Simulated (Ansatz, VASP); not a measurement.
One calculation of Cu, two programs

```
CELL_PARAMETERS angstrom
0.00000 1.79499 1.79499
1.79499 0.00000 1.79499
1.79499 1.79499 0.00000
ATOMIC_POSITIONS crystal
Cu 0.00000 0.00000 0.00000
```

Alike in both runs: functional PBE; k mesh 20 × 20 × 20; occupations gaussian, width 0.1 eV; no spin polarisation.

Ansatz relaxed the structure, and its values are those at the end. VASP's run is a single point on that final structure, the one shown.

```csv
,VASP,Ansatz
version,VASP 6.6.1,Ansatz 0.2.0
potentials or method,"VASP PAW PBE potentials, release 64 (Cu)","scalar-relativistic, plane waves, PAW"
plane-wave cutoff (eV),520,420
valence electrons in the cell,11,19
```

|  | VASP | Ansatz | Ansatz less VASP |
| --- | --- | --- | --- |
| gap on the k mesh at the Fermi level (eV) | none | none | - |
| pressure (GPa) | 5.6 | 5.1 | -0.53 |

A gap of «none» marks a metal or a gap that the smearing closes. The two sets of potentials don't hold the same shells in valence.
